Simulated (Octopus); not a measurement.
# C (P6_3/mmc) in Octopus: reference runs

Aim: a first look at C with PBEsol, on the cell as given.

The COD entry that gives the cell may itself be a prediction, so a difference from it is no test against experiment.

Everything below comes from runs of Octopus 16.4. Logs are shortened: lines on timing, memory, paths and dates and some standing lists are left out, and cuts for length are marked.

### Step 1. The crystal as given

Symmetry: P6_3/mmc, No. 194, hexagonal system. The conventional cell has a = 2.522 Å, b = 2.522 Å, c = 8.237 Å, α = 90.00°, β = 90.00°, γ = 120.00°. Around C (site symmetry 3m) lie 4 C at 1.54 Å. C (site symmetry 3m) is surrounded by 4 C at 1.54 Å.

This is a hexagonal form of diamond, not graphite.

### Step 2. Single point, PBEsol

Input file inp:

```
CalculationMode = gs
UnitsOutput = eV_Angstrom
PeriodicDimensions = 3
ExperimentalFeatures = yes
PseudopotentialSet = pseudodojo_pbesol
%LatticeParameters
 1*angstrom | 1*angstrom | 1*angstrom
%
%LatticeVectors
 2.5221 | 0 | 0
 -1.26105 | 2.1842026709 | 0
 0 | 0 | 8.2371
%
%ReducedCoordinates
 "C" | 0.6666666667 | 0.3333333333 | 0.84375
 "C" | 0.3333333333 | 0.6666666667 | 0.34375
 "C" | 0.6666666667 | 0.3333333333 | 0.65625
 "C" | 0.3333333333 | 0.6666666667 | 0.15625
 "C" | 0 | 0 | 0.90625
 "C" | 0 | 0 | 0.40625
 "C" | 0 | 0 | 0.59375
 "C" | 0 | 0 | 0.09375
%
%Spacing
 0.12610500*angstrom | 0.12610500*angstrom | 0.12672462*angstrom
%
DerivativesOrder = 8
%KPointsGrid
 12 | 12 | 4
%
KPointsUseSymmetries = yes
XCFunctional = gga_x_pbe_sol + gga_c_pbe_sol
SmearingFunction = fermi_dirac
Smearing = 0.05*eV
ExtraStates = 12
Eigensolver = chebyshev_filter
ConvRelDens = 3e-7
MaximumIter = 120
Mixing = 0.2
```

Potentials or basis: pseudodojo_pbesol (PseudoDojo 0.4, PBEsol).

The run is started by

```sh
$ OMP_NUM_THREADS=1 octopus > out.log
```

out.log:

```text
Running octopus

[... 13 lines left out ...]

Input: [AllElectronType = no]
Input: [PseudopotentialSet = pseudodojo_pbesol]
Reading Coordinates from ReducedCoordinates block

****************************** Species *******************************
  Species 'C'
    type             : pseudopotential
    file             : 'C.upf'
    file format      : UPF2
    valence charge   : 4.0
    atomic number    :   6
    form on file     : kleinman-bylander
    lmax             : 1
    llocal           : -1
    projectors per l : 2
    total projectors : 4
    application form : kleinman-bylander
    orbitals         :  4
    bound orbitals   :  4

**********************************************************************

***************************** Symmetries *****************************
Space group No.  194
International: P6_3/mmc
Schoenflies: D6h^4
Info: The system has    12 symmorphic symmetries that can be used.
  Index                Rotation matrix                      Fractional translations
    1 :     1   0   0     0   1   0     0   0   1      0.000000    0.000000    0.000000
    2 :    -1   0   0     0  -1   0     0   0  -1      0.000000    0.000000    0.000000
    3 :     0   1   0    -1  -1   0     0   0   1      0.000000    0.000000    0.000000
    4 :     0  -1   0     1   1   0     0   0  -1      0.000000    0.000000    0.000000
    5 :    -1  -1   0     1   0   0     0   0   1      0.000000    0.000000    0.000000
    6 :     1   1   0    -1   0   0     0   0  -1      0.000000    0.000000    0.000000
    7 :    -1  -1   0     0   1   0     0   0  -1      0.000000    0.000000    0.000000
    8 :     1   1   0     0  -1   0     0   0   1      0.000000    0.000000    0.000000
    9 :     0   1   0     1   0   0     0   0  -1      0.000000    0.000000    0.000000
   10 :     0  -1   0    -1   0   0     0   0   1      0.000000    0.000000    0.000000
   11 :     1   0   0    -1  -1   0     0   0  -1      0.000000    0.000000    0.000000
   12 :    -1   0   0     1   1   0     0   0   1      0.000000    0.000000    0.000000
Info: The system also has    12 nonsymmorphic symmetries (not used for electrons).
    1 :     1   1   0    -1   0   0     0   0   1     -0.000000    0.000000   -0.500000
    2 :    -1  -1   0     1   0   0     0   0  -1     -0.000000   -0.000000   -0.500000
    3 :    -1   0   0     0  -1   0     0   0   1     -0.000000   -0.000000   -0.500000
    4 :     1   0   0     0   1   0     0   0  -1      0.000000    0.000000   -0.500000
    5 :     0  -1   0     1   1   0     0   0   1     -0.000000   -0.000000   -0.500000
    6 :     0   1   0    -1  -1   0     0   0  -1     -0.000000   -0.000000   -0.500000
    7 :     0  -1   0    -1   0   0     0   0  -1     -0.000000   -0.000000   -0.500000
    8 :     0   1   0     1   0   0     0   0   1     -0.000000    0.000000   -0.500000
    9 :    -1   0   0     1   1   0     0   0  -1     -0.000000    0.000000   -0.500000
   10 :     1   0   0    -1  -1   0     0   0   1     -0.000000   -0.000000   -0.500000
   11 :     1   1   0     0  -1   0     0   0  -1      0.000000   -0.000000   -0.500000
   12 :    -1  -1   0     0   1   0     0   0   1     -0.000000   -0.000000   -0.500000
**********************************************************************

Input: [CurvMethod = curv_affine]
Input: [DerivativesStencil = stencil_stargeneral]

****************************** Lattice *******************************
  Lattice Vectors [A]
    2.522100    0.000000    0.000000
   -1.261050    2.184203    0.000000
    0.000000    0.000000    8.237100
  Cell volume =            45.3764 [A^3]
  Reciprocal-Lattice Vectors [A^-1]
    2.491251    1.438325   -0.000000
    0.000000    2.876649    0.000000
    0.000000   -0.000000    0.762791
  Cell angles [degree]
    alpha =   90.000
    beta  =   90.000
    gamma =  120.000
**********************************************************************

Checking if the generated full k-point grid is symmetric

    69 k-points generated from parameters :
 ---------------------------------------------------
    n =   12   12    4

[... 128 lines left out ...]

Input: [RelativisticCorrection = non_relativistic]
[... 11 lines left out ...]
      Block       2 contains       4 states:       5 -       8
      Block       3 contains       4 states:       9 -      12
      Block       4 contains       4 states:      13 -      16
      Block       5 contains       4 states:      17 -      20
      Block       6 contains       4 states:      21 -      24
      Block       7 contains       4 states:      25 -      28
Info: Ground-state allocation done.
Info: Could not find 'restart/gs' directory for restart.
[... 15 lines left out ...]
Input: [LCAOScaleFactor = 1.000]
Input: [LCAOMaximumOrbitalRadius = 10.58 A]
Info: Unnormalized total charge =     31.985684
Info: Renormalized total charge =     32.000000

** Warning:
**   Symmetrization discrepancy ratio (scalar) =  9.95072E-04

Info: Setting up Hamiltonian.
Info: Performing initial LCAO calculation with     32 orbitals.
Info: Getting Hamiltonian matrix elements.

Eigenvalues [eV]
 #st  Spin   Eigenvalue      Occupation
#k =       1, k = (  0.000000,  0.000000,  0.000000)
   1   --   -15.439200       2.000000
   2   --   -13.716912       2.000000
   3   --   -13.682853       2.000000
   4   --   -10.084109       2.000000
   5   --    -7.173732       2.000000
   6   --    -0.959796       2.000000
[... 20 lines left out ...]
  27   --    15.963363       0.000000
  28   --    15.963644       0.000000
#k =       2, k = (  0.083333,  0.000000,  0.000000)
   1   --   -15.239565       2.000000
   2   --   -13.518790       2.000000
   3   --   -13.485347       2.000000
   4   --    -9.895271       2.000000
   5   --    -6.961895       2.000000
   6   --    -0.768713       2.000000
[... 20 lines left out ...]
  27   --    16.417623       0.000000
  28   --    16.518864       0.000000
[... 67 further k-points ...]
Fermi energy =    12.589324 eV
Info: Ground-state restart information will be written to 'restart/gs'.
Info: SCF using complex wavefunctions.
Info: Starting SCF iteration.

** Warning:
**   Symmetrization discrepancy ratio (scalar) =  6.91522E-02

*********************** SCF CYCLE ITER #    1 ************************
 etot  = -1.35143191E+03 abs_ev   =  1.30E+02 rel_ev   =  1.10E+00
 ediff =        4.97E+01 abs_dens =  5.02E+00 rel_dens =  1.57E-01
Matrix vector products: 1725
Converged eigenvectors: 0

#  State  KPoint  Eigenvalue [eV]  Occupation    Error
      1       1      -15.965002    2.000000   ( 7.3E-05)
      1       3      -15.858502    2.000000   ( 7.5E-05)
      1       2      -15.797475    2.000000   ( 7.2E-05)
      1       5      -15.691143    2.000000   ( 7.6E-05)
      1       6      -15.691143    2.000000   ( 7.9E-05)
      1       9      -15.542829    2.000000   ( 1.7E-04)
      2       9      -15.536639    2.000000   ( 2.5E-04)
      1       4      -15.463443    2.000000   ( 5.8E-05)
[... 23 lines left out ...]
     28      12       55.687586    0.000000   ( 1.5E+01)
     28       5       60.072361    0.000000   ( 1.6E+01)
     28      18       61.339768    0.000000   ( 1.6E+01)
     28      16       64.651508    0.000000   ( 1.6E+01)
     28       6       68.493354    0.000000   ( 1.7E+01)
     28       3       68.920819    0.000000   ( 1.7E+01)
     28      13       76.846068    0.000000   ( 1.8E+01)
     28       9       79.946862    0.000000   ( 1.9E+01)

Density of states:

------------%--------%------------------------------------------------
-----------%%--------%%-----------------------------------------------
-----------%%-------%%%-----------------------------------------------
-----------%%%------%%%%----------------------------------------------
----------%%%%------%%%%%---------------------------------------------
-------%-%%%%%------%%%%%---------------------------------------------
----%--%%%%%%%------%%%%%---------------------------------------------
---%%%%%%%%%%%%-----%%%%%%%-------------------------------------------
--%%%%%%%%%%%%%----%%%%%%%%-------------------------------------------
-%%%%%%%%%%%%%%%---%%%%%%%%%------------------------------------------
                 ^

Fermi energy =     7.881551 eV

**********************************************************************

*********************** SCF CYCLE ITER #    2 ************************
 etot  = -1.33954853E+03 abs_ev   =  9.04E+00 rel_ev   =  8.27E-02
 ediff =        4.37E-01 abs_dens =  2.90E-01 rel_dens =  9.06E-03
Matrix vector products: 1725
Converged eigenvectors: 0
[... 163 lines left out ...]
*********************** SCF CYCLE ITER #   16 ************************
 etot  = -1.30683946E+03 abs_ev   =  7.96E-05 rel_ev   =  9.42E-07
 ediff =        3.56E-06 abs_dens =  2.85E-06 rel_dens =  8.90E-08
Matrix vector products: 1725
Converged eigenvectors: 0

#  State  KPoint  Eigenvalue [eV]  Occupation    Error
      1       1      -15.179982    2.000000   ( 3.8E-08)
      1       3      -15.071342    2.000000   ( 4.6E-08)
      1       2      -15.008965    2.000000   ( 3.8E-08)
      1       6      -14.900476    2.000000   ( 4.6E-08)
      1       5      -14.900476    2.000000   ( 4.6E-08)
      1       9      -14.746109    2.000000   ( 5.9E-08)
      2       9      -14.746039    2.000000   ( 5.9E-08)
      1       4      -14.667824    2.000000   ( 4.5E-08)
[... 23 lines left out ...]
     27      69       22.030561    0.000000   ( 2.0E-02)
     28      69       22.031060    0.000000   ( 2.2E-02)
     28      53       22.456278    0.000000   ( 2.9E-02)
     28      52       22.457383    0.000000   ( 3.1E-02)
     28      58       22.704005    0.000000   ( 4.2E-02)
     28      49       22.730658    0.000000   ( 2.6E-02)
     28      68       22.906027    0.000000   ( 3.0E-02)
     28      66       23.225109    0.000000   ( 4.0E-02)

Density of states:

-------------------------------%---------------------%----------------
---------------------------%---%---------------------%%%--------------
---------------------------%--%%%-------------------%%%%-%%%----------
---------------------------%-%%%%%---------------%%%%%%%%%%%-%--------
------------------------%-%%%%%%%%---------------%%%%%%%%%%%-%--------
------------------%--%-%%%%%%%%%%%%--------------%%%%%%%%%%%-%--------
---------%-%-%---%%%-%%%%%%%%%%%%%%-------------%%%%%%%%%%%%%%%%------
------%%%%%%-%%%%%%%%%%%%%%%%%%%%%%%------------%%%%%%%%%%%%%%%%------
----%%%%%%%%%%%%%%%%%%%%%%%%%%%%%%%%%%----------%%%%%%%%%%%%%%%%%%----
-%%%%%%%%%%%%%%%%%%%%%%%%%%%%%%%%%%%%%---------%%%%%%%%%%%%%%%%%%%%-%-
                                           ^

Fermi energy =     8.888906 eV

**********************************************************************

Info: SCF converged in   16 iterations

** Warning:
**   Some of the states are not fully converged!

Info: Number of matrix-vector products:      27600
Info: Finished writing information to 'restart/gs'.

Octopus emitted 19 warnings.
```

Run time: 15 min. Hardware: 1 thread of Arm Neoverse V2, shared host; peak memory 2.7 GiB.

Results:

| Quantity | Value |
| --- | --- |
| Free energy | -1306.8395 eV |
| Largest force | 0.331 eV/Å |
| Band gap on the k mesh | 4.32 eV, indirect (least direct gap 5.15 eV) |

Forces on the atoms (eV/Å):
```
C    0.000  0.000  0.324
C    0.000  0.000  0.324
C    0.000  0.000 -0.324
C    0.000  0.000 -0.324
C    0.000  0.000  0.331
C    0.000  0.000  0.331
C    0.000  0.000 -0.331
C    0.000  0.000 -0.331
```

Levels at points of the mesh, in eV from the valence-band top:
| k point | band 12 | band 13 | band 14 | band 15 | band 16 | band 17 | band 18 | band 19 | band 20 | band 21 |
| --- | --- | --- | --- | --- | --- | --- | --- | --- | --- | --- |
| (0.00, 0.00, 0.00) | -1.76 | -1.76 | -0.23 | 0.00 | 0.00 | 5.15 | 5.15 | 5.68 | 6.97 | 6.97 |
| (0.00, 0.00, 0.50) | -2.57 | -0.68 | -0.68 | -0.68 | -0.68 | 5.95 | 5.95 | 5.95 | 5.95 | 6.69 |
| (0.50, 0.00, 0.00) | -5.08 | -5.05 | -4.58 | -3.74 | -2.96 | 4.36 | 5.51 | 5.78 | 5.92 | 6.91 |
| (0.50, 0.00, 0.50) | -6.12 | -4.77 | -4.77 | -3.69 | -3.69 | 4.72 | 4.72 | 7.00 | 7.00 | 7.51 |

A k mesh can miss the band edges.
